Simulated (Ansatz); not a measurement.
The system is BN.

```
N B
1.0
     2.55394    0.00000    0.00000
    -1.27697    2.21178    0.00000
     0.00000    0.00000    4.22685
N B
2 2
Cartesian
  0.0000 1.4745 0.5295
  1.2770 0.7373 2.6430
  0.0000 1.4745 2.1123
  1.2770 0.7373 4.2257
```

Measurements of this composition are mostly on another form, of space group No. 194.

Base run:

- Program: Ansatz 0.2.0
- Functional: PBE
- Potentials or basis: Ansatz PAW
- Cutoff: 420 eV (not typed: the program's choice for these potentials)
- k mesh: 12 × 12 × 6
- Occupations: fermi-dirac, width 0.05 eV
- Spin: no spin polarisation

Its results: band gap on the k mesh 5.21 eV, indirect (least direct gap 8.24 eV); pressure 0.0 GPa; largest force 0.016 eV/Å.

Question: The run is repeated on the same cell with these changes: functional from PBE to LDA. What comes out?

Answer: Band gap on the k mesh 4.99 eV, indirect (least direct gap 8.12 eV); pressure -13.7 GPa; largest force 0.023 eV/Å.

LDA binds more tightly than PBE, so the same cell stands under less pressure.

Caveats: the PAW data sets come from PBE, with cores solved anew for the run's functional, which leaves a small shift of forces and pressure (some runs).
